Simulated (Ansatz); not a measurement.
# SiC: the cost of one run

Program: Ansatz 0.2.0. Level of theory: DFT PBEsol, scalar-relativistic. These are calculated values, not measurements.

### Step 1. The starting structure

It takes space group P6_3mc (No. 186, hexagonal). Conventional cell: a = 3.076 Å, b = 3.076 Å, c = 5.048 Å, α = 90.00°, β = 90.00°, γ = 120.00°. Around Si (site symmetry 3m) lie 4 C at 1.87 to 1.94 Å. C (site symmetry 3m) has 4 Si at 1.87 to 1.94 Å in its first shell of neighbours.

Coordinates:

```xyz
4
Lattice="3.0760 0.0000 0.0000 -1.5380 2.6639 0.0000 0.0000 0.0000 5.0480" Properties=species:S:1:pos:R:3 pbc="T T T"
Si    0.0000    1.7759    0.0000
Si    1.5380    0.8880    2.5240
C     0.0000    1.7759    1.9435
C     1.5380    0.8880    4.4675
```

Atoms are numbered in the order of the input: Si1, Si2, C3, C4.

### Step 2. After the deformation

Space group P6_3mc before, P6_3mc after.

### Step 3. All-electron LAPW

input.yaml

```yaml
crystal:
  lattice:
    - [3.1375181705, 0.0, 0.0]
    - [-1.5687590853, 2.7171704406, 0.0]
    - [0.0, 0.0, 5.048]
  atoms:
    - { symbol: Si, position: [0.3333333333, 0.6666666667, 0.0] }
    - { symbol: Si, position: [0.6666666667, 0.3333333333, 0.5] }
    - { symbol: C, position: [0.3333333333, 0.6666666667, 0.385] }
    - { symbol: C, position: [0.6666666667, 0.3333333333, 0.885] }
kpoints:
  mp_grid: { grid: [15, 15, 8] }
  band_path:
    path:
      - [0.0, 0.0, 0.0]
      - [0.5, 0.0, 0.0]
      - [0.3333333333, 0.3333333333, 0.0]
      - [0.0, 0.0, 0.0]
      - [0.0, 0.0, 0.5]
      - [0.5, 0.0, 0.5]
      - [0.3333333333, 0.3333333333, 0.5]
      - [0.0, 0.0, 0.5]
      - [0.5, 0.0, 0.5]
    npoints: 5
scf:
  occupations: { method: fermi_dirac, width: 0.08 }
hamiltonian:
  xc: pbesol
  pseudopotentials: { kind: all_electron, lapw: { basis_error: 0.001 } }
output:
  forces: true
  stress: true
  eigenvalues: true
```

On the command line:

```sh
> ansatz run input.yaml --threads 1 --pin off --max-ram 4096MiB --backend cpu --events-out ev --progress --plain --runs-dir out
```

Q: Estimate wall time and peak memory on 1 thread of Arm Neoverse V2, shared host.

About 75 s, with a peak of 0.55 GiB.
